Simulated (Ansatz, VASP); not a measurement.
## One calculation of Co, two programs

The input INCAR:

```
SYSTEM = Co
PREC = Accurate ; ENCUT = 520
EDIFF = 1E-6 ; ISMEAR = 0
SIGMA = 0.1 ; LREAL = .False.
LASPH = .True. ; NELM = 150
ALGO = Normal ; ISIF = 2
LWAVE = .False. ; LCHARG = .False.
ISPIN = 2 ; MAGMOM = 3
LORBIT = 11 ; LMAXMIX = 4
GGA = PE ; NBANDS = 14
```

File KPOINTS:

```
regular mesh
0
Gamma
  14 14 14
  0 0 0
```

The input POSCAR:

```
Co
1.0
    0.0000000000      1.7895000000      1.7895000000
    1.7895000000      0.0000000000      1.7895000000
    1.7895000000      1.7895000000      0.0000000000
Co
1
Direct
    0.0000000000      0.0000000000      0.0000000000
```

Input for Ansatz:

```yaml
crystal:
  lattice:
    - [0.0, 1.7895, 1.7895]
    - [1.7895, 0.0, 1.7895]
    - [1.7895, 1.7895, 0.0]
  atoms:
    - { symbol: Co, position: [0.0, 0.0, 0.0], spin: 3.0 }
magnetization:
  spin_polarized: true
hamiltonian:
  xc: pbe
  pseudopotentials: { kind: paw }
basis:
  ecutwfc: 420
kpoints:
  mp_grid: { grid: [14, 14, 14] }
scf:
  occupations: { method: gaussian, width: 0.1 }
  lower_state_search: "off"
output:
  forces: true
  stress: true
```

Alike in both runs: task single point; functional PBE; k mesh 14 × 14 × 14; occupations gaussian, width 0.1 eV; collinear spin.

|  | VASP | Ansatz |
| --- | --- | --- |
| version | VASP 6.6.1 | Ansatz 0.2.0 |
| potentials or method | VASP PAW PBE potentials, release 64 (Co) | PAW, plane waves, scalar-relativistic |
| plane-wave cutoff (eV) | 520 | 420 |
| valence electrons in the cell | 9 | 17 |

```tsv
	VASP	Ansatz	Ansatz less VASP
pressure (GPa)	-9.4	-8.5	+0.88
net moment per atom (μB)	1.71	1.73	+0.015
size of the moment on the site where the two differ most (μB)	1.74	1.80	+0.060
```

Site moments also hang on the region over which each program counts them. The two sets of potentials don't hold the same shells in valence.
